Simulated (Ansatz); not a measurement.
## TiSi2: short molecular dynamics at 450 K

All numbers below come from DFT PBEsol, scalar-relativistic, plane waves, PAW (Ansatz 0.2.0). Cutoff 420 eV, shifted (0.5, 0.5, 0.5 steps) 2×2×2 k-points, Fermi–Dirac smearing of 0.05 eV. The mesh is coarse. No spin polarisation.

36 atoms, starting at 1.00 times the perfect crystal's volume (space group Cmcm, not the usual structure); Langevin thermostat at 450 K (friction 0.02 fs⁻¹), fixed cell; 154 steps of 3 fs. The run is short and not equilibrated. The crystal has no gap, and so coarse a mesh can leave errors of tens of meV/atom and of a GPa or more.

First frame:

```yaml
crystal:
  lattice:
    - [-3.51705, 0.00000, -7.11123]
    - [5.27557, 6.67412, 0.00000]
    - [5.27557, -6.67412, 0.00000]
  atoms:
    - { symbol: Ti, position: [0.11625, 0.81618, 0.60362] }
    - { symbol: Ti, position: [0.62842, 0.65721, 0.44048] }
    - { symbol: Ti, position: [0.13260, 0.16168, 0.94755] }
    - { symbol: Ti, position: [0.62385, 0.98413, 0.77436] }
    - { symbol: Ti, position: [0.12152, 0.49053, 0.28146] }
    - { symbol: Ti, position: [0.63191, 0.32099, 0.11292] }
    - { symbol: Ti, position: [0.37373, 0.70423, 0.90040] }
    - { symbol: Ti, position: [0.87376, 0.53708, 0.72722] }
    - { symbol: Ti, position: [0.36593, 0.02913, 0.23016] }
    - { symbol: Ti, position: [0.87547, 0.86909, 0.06290] }
    - { symbol: Ti, position: [0.36917, 0.36270, 0.56189] }
    - { symbol: Ti, position: [0.87193, 0.19729, 0.40786] }
    - { symbol: Si, position: [0.11728, 0.15258, 0.27344] }
    - { symbol: Si, position: [0.62934, 0.98702, 0.11294] }
    - { symbol: Si, position: [0.11401, 0.48718, 0.59655] }
    - { symbol: Si, position: [0.61935, 0.32538, 0.43284] }
    - { symbol: Si, position: [0.12383, 0.82679, 0.93526] }
    - { symbol: Si, position: [0.62390, 0.65525, 0.77467] }
    - { symbol: Si, position: [0.37295, 0.36658, 0.24357] }
    - { symbol: Si, position: [0.86723, 0.19087, 0.06059] }
    - { symbol: Si, position: [0.37542, 0.69261, 0.57889] }
    - { symbol: Si, position: [0.87502, 0.53775, 0.39702] }
    - { symbol: Si, position: [0.37828, 0.02838, 0.90739] }
    - { symbol: Si, position: [0.87341, 0.86280, 0.73427] }
    - { symbol: Si, position: [0.12114, 0.47359, 0.96781] }
    - { symbol: Si, position: [0.62402, 0.29978, 0.80036] }
    - { symbol: Si, position: [0.11895, 0.79971, 0.29397] }
    - { symbol: Si, position: [0.62852, 0.63846, 0.12984] }
    - { symbol: Si, position: [0.12217, 0.13959, 0.63152] }
    - { symbol: Si, position: [0.62607, 0.96770, 0.46505] }
    - { symbol: Si, position: [0.38399, 0.05595, 0.54481] }
    - { symbol: Si, position: [0.87549, 0.89254, 0.37952] }
    - { symbol: Si, position: [0.37769, 0.38637, 0.88203] }
    - { symbol: Si, position: [0.87301, 0.22044, 0.71883] }
    - { symbol: Si, position: [0.37488, 0.71479, 0.21557] }
    - { symbol: Si, position: [0.86912, 0.55033, 0.04578] }
```

* Mean temperature over the second half: 411 K
* Mean pressure over the second half (kinetic part included): 1.7 GPa
* Mean potential energy above the perfect crystal (relaxed, at volume ratio 1; besides heat the difference comes from the crystal's own forces of up to 0.16 eV/Å; the free energy holds the electrons' entropy): 54 meV/atom
* Mean-square drift of Si from first to last step (mean shift of all atoms removed): 0.01 Å²
* Mean-square drift of Ti from first to last step (mean shift of all atoms removed): 0.02 Å²

Pair distribution functions g(r), second half of the run, up to half the cell's height:

| r (Å) | Si-Si | Si-Ti | Ti-Ti |
| --- | --- | --- | --- |
| 2.15 | 0.0 | 0.0 | 0.0 |
| 2.25 | 0.1 | 0.0 | 0.0 |
| 2.35 | 1.9 | 0.0 | 0.0 |
| 2.45 | 3.5 | 2.4 | 0.0 |
| 2.55 | 2.1 | 7.5 | 0.0 |
| 2.65 | 0.6 | 7.5 | 0.0 |
| 2.75 | 0.1 | 4.2 | 0.0 |
| 2.85 | 0.2 | 1.9 | 0.0 |
| 2.95 | 1.4 | 0.3 | 0.1 |
| 3.05 | 2.4 | 0.0 | 0.2 |
| 3.15 | 1.9 | 0.0 | 1.8 |
| 3.25 | 0.9 | 0.0 | 2.5 |
| 3.35 | 0.6 | 0.0 | 1.9 |
| 3.45 | 1.5 | 0.0 | 3.0 |

Along the run (potential energy from its first value; pressure with the kinetic part):

```tsv
t (fs)	T (K)	ΔE_pot (meV/atom)	P (GPa)
0.0	438	0.0	0.8
18.0	280	29.5	1.3
36.0	349	33.7	1.2
54.0	382	40.9	1.3
72.0	371	33.9	1.4
90.0	424	34.3	1.6
108.0	468	44.2	2.0
126.0	450	40.8	1.8
144.0	543	34.2	1.6
162.0	383	43.6	1.7
180.0	377	41.7	1.6
198.0	516	31.3	1.7
216.0	325	52.5	2.3
234.0	455	34.9	1.7
252.0	433	37.0	1.8
270.0	306	38.8	1.7
288.0	424	35.0	1.6
306.0	411	41.5	1.6
324.0	462	32.8	1.2
342.0	416	38.3	1.4
360.0	397	34.8	1.6
378.0	406	34.2	2.0
396.0	436	41.6	2.2
414.0	460	32.4	1.7
432.0	485	35.7	1.5
450.0	342	52.2	1.8
```

Cost: 1 run of about 82 core-minutes (earlier runs that led there not counted), on Intel Xeon Processor @ 2.70GHz (shared hosts).